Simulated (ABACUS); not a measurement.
La:

```
La
1.0
     3.75000    0.00000    0.00000
    -1.87500    3.24760    0.00000
     0.00000    0.00000    6.07000
La
2
Direct
  0.66667 0.33333 0.75000
  0.33333 0.66667 0.25000
```

This isn't the form of La at room conditions, which is double hcp.

```yaml
Program: ABACUS 3.10.1
Task: relaxation of cell and atoms
Functional: PBE
Dispersion: D3(BJ)
Potentials_or_basis: PseudoDojo NC SR 0.4.1 PBE standard
Cutoff: 1510 eV
Density_cutoff: 6041 eV
Basis: plane waves
k_mesh: 6 × 6 × 4
Occupations: fermi-dirac, width 0.05 eV
Spin: no spin polarisation
```

At the start: pressure -1.3 GPa; volume 36.96 Å³/atom.

Question: Where does the relaxation end?

Answer: Over 5 steps the energy falls by 8.4 meV/atom and the volume is 34.96 Å³/atom (-5.4 %); space group P6_3/mmc (No. 194, to 0.05 Å).

Step by step:
```csv
step,energy change (eV),largest force (eV/Å),pressure (GPa),volume (Å³)
1,0.0000,0.0000,-1.29,73.92
2,-0.0161,0.0000,-0.25,70.66
3,-0.0168,0.0000,0.00,69.90
4,-0.0169,0.0000,0.01,69.91
5,-0.0169,0.0000,-0.01,69.92
```

Final structure:
```xyz
2
Lattice="3.6707 0.0000 0.0000 -1.8354 3.1790 0.0000 0.0000 0.0000 5.9916" Properties=species:S:1:pos:R:3 pbc="T T T"
La    1.8354    1.0597    4.4937
La    0.0000    2.1193    1.4979
```

Caveat: pairwise dispersion overbinds metals, which lowers pressure and volume.
